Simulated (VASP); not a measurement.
**VASP 6.6.1 run: MgF$_{2}$**

INCAR

```
IBRION = -1
NSW = 0
ISIF = 2
ISMEAR = -1
LWAVE = .FALSE.
ENCUT = 520
AMIX = 0.2
GGA = PE
PREC = Accurate
LCHARG = .FALSE.
NELECT = 31.5
LREAL = .FALSE.
NELM = 120
NBANDS = 25
LASPH = .TRUE.
EDIFF = 1E-7
SIGMA = 0.5
```

KPOINTS

```
KPOINTS created by Atomic Simulation Environment
0
Gamma
6 6 8
0 0 0
```

POSCAR

```
Mg F
 1.0000000000000000
     4.5295756747000002    0.0000000000000000    0.0000000000000000
     0.0000000000000000    4.5295756747000002    0.0000000000000000
     0.0000000000000000    0.0000000000000000    3.0879243817000002
 Mg  F
   2   4
Cartesian
  0.0000000000000000  0.0000000000000000  0.0000000000000000
  2.2647878373500001  2.2647878373500001  1.5439621908499999
  1.3745506050730032  1.3745506050730032  0.0000000000000000
  0.8902372322769970  3.6393384424230031  1.5439621908499999
  3.6393384424230031  0.8902372322769970  1.5439621908499999
  3.1550250696269972  3.1550250696269972  0.0000000000000000
```

The recommended PBE PAW datasets give the neutral cell 32 valence electrons.

Command

```
mpirun -np 1 vasp_std
```

OSZICAR

```
N       E                     dE             d eps       ncg     rms          rms(c)
DAV:   1     0.152159714404E+03    0.15216E+03   -0.17253E+04  2700   0.115E+03
DAV:   2    -0.257690090979E+02   -0.17793E+03   -0.17282E+03  3036   0.283E+02
DAV:   3    -0.329531536784E+02   -0.71841E+01   -0.71255E+01  3205   0.529E+01
DAV:   4    -0.329910052505E+02   -0.37852E-01   -0.37848E-01  2739   0.441E+00
DAV:   5    -0.329911872861E+02   -0.18204E-03   -0.18203E-03  3116   0.299E-01    0.833E+00
DAV:   6    -0.320100492805E+02    0.98114E+00   -0.11476E+00  3018   0.778E+00    0.475E+00
DAV:   7    -0.314773241506E+02    0.53273E+00   -0.22603E+00  2878   0.106E+01    0.234E+00
DAV:   8    -0.315871238220E+02   -0.10980E+00   -0.41626E-01  2521   0.527E+00    0.184E+00
DAV:   9    -0.315107826335E+02    0.76341E-01   -0.26893E-01  2726   0.365E+00    0.144E-01
DAV:  10    -0.315115901648E+02   -0.80753E-03   -0.44543E-03  2883   0.495E-01    0.936E-02
DAV:  11    -0.315122098902E+02   -0.61973E-03   -0.71105E-04  2636   0.249E-01    0.559E-02
DAV:  12    -0.315121674626E+02    0.42428E-04   -0.21361E-04  3208   0.106E-01    0.101E-02
DAV:  13    -0.315121697914E+02   -0.23288E-05   -0.58886E-06  2695   0.168E-02    0.890E-03
DAV:  14    -0.315121692576E+02    0.53381E-06   -0.24456E-06  2817   0.133E-02    0.108E-03
DAV:  15    -0.315121691866E+02    0.71011E-07   -0.48940E-08  2175   0.170E-03
   1 F= -.31512169E+02 E0= -.30990787E+02  d E =-.104276E+01
```

From OUTCAR

```
k-points           NKPTS =     50   k-points in BZ     NKDIM =     50   number of bands    NBANDS=     25

   NELECT =      31.5000    total number of electrons

   dimension x,y,z NGX =    36 NGY =   36 NGZ =   24
   dimension x,y,z NGXF=    72 NGYF=   72 NGZF=   48

  energy-cutoff  :      520.00
  volume of cell :       63.36
      direct lattice vectors                 reciprocal lattice vectors
     4.529575675  0.000000000  0.000000000     0.220771232  0.000000000  0.000000000
     0.000000000  4.529575675  0.000000000     0.000000000  0.220771232  0.000000000
     0.000000000  0.000000000  3.087924382     0.000000000  0.000000000  0.323842127

 k-points in reciprocal lattice and weights: KPOINTS created by Atomic Simulation Env
   0.00000000  0.00000000  0.00000000       0.003
   0.16666667  0.00000000  0.00000000       0.014
   0.33333333  0.00000000  0.00000000       0.014
   0.50000000  0.00000000  0.00000000       0.007
   0.16666667  0.16666667  0.00000000       0.014
   0.33333333  0.16666667  0.00000000       0.028
   0.50000000  0.16666667  0.00000000       0.014
   0.33333333  0.33333333  0.00000000       0.014
   ...

 E-fermi :  -0.4955

 k-point     1 :       0.0000    0.0000    0.0000
  band No.  band energies     occupation
      1     -22.1314      2.00000
      2     -21.2712      2.00000
      3     -21.2712      2.00000
      4     -21.2003      2.00000
      5      -5.3199      1.99987
      6      -3.8180      1.99740
      7      -3.3302      1.99312
      8      -3.3226      1.99302
      9      -3.3226      1.99302
     10      -3.1944      1.99099
     11      -2.5753      1.96925
     12      -2.5753      1.96925
     13      -2.0507      1.91464
     14      -1.6230      1.81015
     15      -1.6230      1.81015
     16      -1.3578      1.69742
     17       6.3520      0.00000
     18      11.5008      0.00000
     19      11.5008      0.00000
     20      12.8009      0.00000
     21      13.7586      0.00000
     22      15.4173      0.00000
     23      15.6904      0.00000
     24      18.1255      0.00000
     25      18.1255      0.00000

 k-point     2 :       0.1667    0.0000    0.0000
  band No.  band energies     occupation
      1     -22.0843      2.00000
      2     -21.3695      2.00000
      3     -21.2593      2.00000
      4     -21.1673      2.00000
      5      -5.2162      1.99984
      6      -3.7724      1.99715
      7      -3.7024      1.99673
      8      -3.2839      1.99246
      9      -3.1830      1.99078
     10      -2.8857      1.98335
     11      -2.6311      1.97246
     12      -2.5406      1.96708
     13      -2.0857      1.92018
     14      -1.8613      1.87774
     15      -1.6478      1.81852
     16      -1.4228      1.72932
     17       6.6984      0.00000
     18      11.0160      0.00000
     19      11.6804      0.00000
     20      12.9261      0.00000
     21      14.0672      0.00000
     22      15.5485      0.00000
     23      15.5943      0.00000
     24      17.8502      0.00000
     25      18.2605      0.00000

 ...

  Total        0.2395693      0.2395693     -0.4085658      0.0000000      0.0000000      0.0000000
  in kB        6.0584288      6.0584288    -10.3321557      0.0000000      0.0000000      0.0000000
  external PRESSURE =       0.5949006 kB  Pullay stress =       0.0000000 kB

 POSITION                                       TOTAL-FORCE (eV/Angst)
 -----------------------------------------------------------------------------------
      0.00000      0.00000      0.00000         0.000000      0.000000     -0.000000
      2.26479      2.26479      1.54396         0.000000      0.000000     -0.000000
      1.37455      1.37455      0.00000        -0.015434     -0.015434     -0.000000
      0.89024      3.63934      1.54396         0.015434     -0.015434     -0.000000
      3.63934      0.89024      1.54396        -0.015434      0.015434      0.000000
      3.15503      3.15503      0.00000         0.015434      0.015434      0.000000
 -----------------------------------------------------------------------------------
    total drift:                                0.000000      0.000000     -0.000000

  FREE ENERGIE OF THE ION-ELECTRON SYSTEM (eV)
  ---------------------------------------------------
  free  energy   TOTEN  =       -31.5121691866 eV

  energy  without entropy=      -30.4694054999  energy(sigma->0) =      -30.99078734
```

It converged. Results: pressure 0.1 GPa; largest force 0.02 eV/Å.

The cell is charged and sits in a uniform background.

For comparison, a separate PBE run of the intended cell, on usual settings and not on those above, gives a gap of 7.26 eV on its mesh and a pressure of 7.0 GPa.

The run above took about 52 s on one core of a shared host (Intel Xeon Platinum 8488C) and held 0.22 GiB at most.
